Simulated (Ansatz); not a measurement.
# EuO (rocksalt): zero-pressure volume and bulk modulus with LDA

The task here is to estimate one member of a computed series from the others.

Computed with Ansatz 0.2.0 (DFT LDA with U = 6 eV on Eu 4f, scalar-relativistic, plane waves, PAW, unless a step's input says otherwise).

3 further runs of the same task are left out: 1 that didn't finish, 2 set aside as unsound or not needed.

## The system as given

It takes space group Fm-3m (No. 225, cubic). Conventional cell: a = 5.144 Å, b = 5.144 Å, c = 5.144 Å, α = 90.00°, β = 90.00°, γ = 90.00°. Around Eu (site symmetry m-3m) lie 6 O at 2.57 Å. O (site symmetry m-3m) has 6 Eu at 2.57 Å as nearest neighbours.

Structure file:

```
Eu O
1.0
     0.00000    2.57195    2.57195
     2.57195    0.00000    2.57195
     2.57195    2.57195    0.00000
Eu O
1 1
Direct
  0.50000 0.50000 0.50000
  0.00000 0.00000 0.00000
```

At PBE+U (U_eff = 6 eV on Eu 4f), an earlier run found 1.72 GPa for this cell of 17.013 Å³/atom (8×8×8 mesh), mesh gap 0.29 eV, moments in the atoms' spheres Eu 6.75; O -0.08 μB.

Set-up of the first run:

Input file input.yaml:

```yaml
crystal:
  lattice:
    - [0.0, 2.5719519658, 2.5719519658]
    - [2.5719519658, 0.0, 2.5719519658]
    - [2.5719519658, 2.5719519658, 0.0]
  atoms:
    - { symbol: Eu, position: [0.5, 0.5, 0.5], spin: 7.43 }
    - { symbol: O, position: [0.0, 0.0, 0.0] }
basis:
  ecutwfc: 420
  ecutrho_ratio: 4
kpoints:
  mp_grid: { grid: [8, 8, 8] }
hamiltonian:
  xc: lda
  hubbard: { sites: [{ species: Eu, l: f, u_eff: 6.0 }] }
scf:
  occupations: { method: gaussian, width: 0.05 }
  lower_state_search: "off"
output:
  forces: true
  stress: true
  eigenvalues: true
  populations: true
  hubbard: { sites: [{ species: Eu, l: f }] }
magnetization:
  spin_polarized: true
checkpoint:
  read: start.run
  write: ck
  compress: false
  write_wavefunctions: false
  write_every: 100000
```

start.run holds the state of a PBE+U run on this cell.

On the command line:

```console
$ ansatz run input.yaml --threads 4 --pin off --max-ram 6144MiB --backend cpu --events-out ev --progress --plain --runs-dir out
```

Among the steps run: At the given cell; Stepping to 16.243 Å³/atom; Stepping to 15.792 Å³/atom; Volume × 0.98 of the new zero; Volume × 1.02 of the new zero; Volume × 0.96 of the new zero; Volume × 1.04 of the new zero.

One of the session's tables, all rows but one given; the rest of the session is left out.

```
volume (Å³/atom)  energy (meV/atom)  pressure (GPa)
          15.160               9.80            5.04
          15.476               2.43            2.42
          15.792               0.00            0.07
          16.108                  ?               ?
          16.424               7.95           -3.84
```

Q: Estimate the row for volume (Å³/atom) = 16.108 from the others.

Worked estimate for «energy (meV/atom)». A straight line through the neighbours (15.792, 0.00) and (16.424, 7.95) gives 0.00 + (7.95 − 0.00) × (16.108 − 15.792) / (16.424 − 15.792) = 3.98; a parabola fitted to 3 rows on both sides gives 1.84.

**Answer.** energy (meV/atom): 2.04; pressure (GPa): -2.03. In «energy (meV/atom)» the line misses by +1.94 and the parabola by -0.20.

volume (Å³/atom), energy (meV/atom) and a bar:
```
    15.16        9.8 ##############################
    15.48        2.4 #######
    15.79        0.0 
    16.11        2.0 ######
    16.42        7.9 ########################
```

Caveats from the session: Warnings in the runs' records: filled band counts differ across k points, stability check not made.
